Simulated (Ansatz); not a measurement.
**BN: band gap under strain**

How does strain move the band edges of BN built on the wurtzite prototype, and do the functionals agree on it? States: -2.0 % equal strain in all directions; -1.0 % equal strain in all directions; +1.0 % equal strain in all directions.

The runs shown are made with Ansatz 0.2.0. PAW datasets, plane waves. No spin polarisation and no zero-point or thermal motion.

**1. Starting point**

The unstrained cell was relaxed with r2SCAN; in each strained cell the atoms were relaxed again with r2SCAN. Names of k-points are those of the unstrained zone, where strain can split equivalent points. First state: -2.0 % equal strain in all directions.

Space group P6_3mc (No. 186), hexagonal; a = 2.493 Å, c = 4.124 Å in the conventional setting, 5.55 Å³ an atom. Near B stand 4 N at 1.53–1.54 Å; near N stand 4 B at 1.53–1.54 Å.

The structure in full:

```cif
data_structure
_symmetry_space_group_name_H-M 'P 1'
_symmetry_Int_Tables_number 1
_cell_length_a 2.4931
_cell_length_b 2.4931
_cell_length_c 4.1237
_cell_angle_alpha 90.000
_cell_angle_beta 90.000
_cell_angle_gamma 120.000
_cell_volume 22.20
loop_
_atom_site_label
_atom_site_type_symbol
_atom_site_fract_x
_atom_site_fract_y
_atom_site_fract_z
_atom_site_occupancy
B1 B 0.33333 0.66667 0.00042 1
B2 B 0.66667 0.33333 0.50042 1
N1 N 0.33333 0.66667 0.37458 1
N2 N 0.66667 0.33333 0.87458 1
```

From earlier runs on the unstrained cell: PBE 5.21 eV, r2SCAN 5.75 eV, HSE06 6.53 eV, G0W0 6.71 eV (on its mesh); a = 2.544 Å, c = 4.208 Å.

**2. -2.0 % equal strain in all directions: PBE**

Input file input.yaml:

```yaml
crystal:
  lattice:
    - [2.4930709996, 0.0, 0.0]
    - [-1.2465354998, 2.1590628191, 0.0]
    - [0.0, 0.0, 4.1236590347]
  atoms:
    - { symbol: B, position: [0.3333333333, 0.6666666667, 0.0004218835] }
    - { symbol: B, position: [0.6666666667, 0.3333333333, 0.5004218835] }
    - { symbol: "N", position: [0.3333333333, 0.6666666667, 0.3745781165] }
    - { symbol: "N", position: [0.6666666667, 0.3333333333, 0.8745781165] }
kpoints:
  mp_grid: { grid: [12, 12, 6] }
  band_path:
    path:
      - [0.0, 0.0, 0.0]
      - [0.5, 0.0, 0.0]
      - [0.3333333333, 0.3333333333, 0.0]
      - [0.0, 0.0, 0.5]
      - [0.5, 0.0, 0.5]
      - [0.3333333333, 0.3333333333, 0.5]
      - [0.1, 0.0, 0.0]
    npoints: 1
hamiltonian:
  xc: pbe
scf:
  occupations: { method: fermi_dirac, width: 0.02 }
  n_extra_bands: 5
output:
  forces: true
  stress: true
  eigenvalues: true
```

Started as:

```sh
ansatz run input.yaml --threads 2 --pin off --max-ram 29491MiB --backend cpu --events-out ev --progress --plain --runs-dir out
```

The runs that follow: -2.0 % equal strain in all directions: r2SCAN; -2.0 % equal strain in all directions: HSE06; -2.0 % equal strain in all directions: r2SCAN; -2.0 % equal strain in all directions: G0W0@PBE; -1.0 % equal strain in all directions: PBE; -1.0 % equal strain in all directions: r2SCAN; -1.0 % equal strain in all directions: HSE06; -1.0 % equal strain in all directions: r2SCAN; -1.0 % equal strain in all directions: G0W0@PBE; +1.0 % equal strain in all directions: PBE; +1.0 % equal strain in all directions: r2SCAN; +1.0 % equal strain in all directions: HSE06; +1.0 % equal strain in all directions: r2SCAN; +1.0 % equal strain in all directions: G0W0@PBE.

Q: Predict the outcome of this session.

**Answer**, as computed:

Least gap in eV (negative: overlap), with the change from the unstrained cell in brackets. G0W0 is on its own coarse mesh.

```
                                state  volume change (%)           PBE        r2SCAN         HSE06          G0W0
-2.0 % equal strain in all directions               -5.9  5.07 (-0.14)  5.63 (-0.12)  6.40 (-0.13)  6.60 (-0.11)
-1.0 % equal strain in all directions               -3.0  5.14 (-0.07)  5.70 (-0.05)  6.47 (-0.06)  6.66 (-0.05)
+1.0 % equal strain in all directions               +3.0  5.27 (+0.06)  5.80 (+0.05)  6.58 (+0.05)  6.75 (+0.04)
```

With HSE06, of the states in the table -2.0 % equal strain in all directions shifts the gap most, by -0.126 eV. PBE and HSE06 differ by 1.32 eV on the unstrained gap, and by at most 0.01 eV on its change: the two disagree on the size of the gap but agree on its response to strain. The G0W0 figures hold for the stated bands, cutoff and mesh and aren't extrapolated.
